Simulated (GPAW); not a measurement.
Crystal: Ti.

```
Ti
1.0
     2.95000    0.00000    0.00000
    -1.47500    2.55477    0.00000
     0.00000    0.00000    4.68000
Ti
2
Direct
  0.66667 0.33333 0.75000
  0.33333 0.66667 0.25000
```

- Program: GPAW 26.7.0
- Task: relaxation of cell and atoms
- Functional: PBEsol
- Potentials or basis: PAW data sets generated in the run's folder for this functional
- Cutoff: 600 eV
- Basis: pw
- k mesh: 9 × 9 × 5
- Occupations: fermi-dirac, width 0.05 eV
- Spin: no spin polarisation

At the start: pressure -6.3 GPa; volume 17.64 Å³/atom.

Question: Where does the relaxation end?

Answer: Over 4 steps the energy falls by 15.2 meV/atom and the volume is 16.65 Å³/atom (-5.6 %); space group P6_3/mmc (No. 194, to 0.05 Å).

Step by step:
| step | energy change (eV) | largest force (eV/Å) | pressure (GPa) | volume (Å³) |
| --- | --- | --- | --- | --- |
| 1 | 0.0000 | 0.0000 | -6.32 | 35.27 |
| 2 | -0.0156 | 0.0000 | -4.81 | 34.75 |
| 3 | -0.0298 | 0.0000 | 0.28 | 33.23 |
| 4 | -0.0304 | 0.0000 | -0.01 | 33.31 |

Final structure:
```yaml
crystal:
  lattice:
    - [2.89672, 0.00000, 0.00000]
    - [-1.44836, 2.50864, 0.00000]
    - [0.00000, 0.00000, 4.58328]
  atoms:
    - { symbol: Ti, position: [0.66667, 0.33333, 0.75000] }
    - { symbol: Ti, position: [0.33333, 0.66667, 0.25000] }
```

Caveat: later steps reuse the first step's grids.
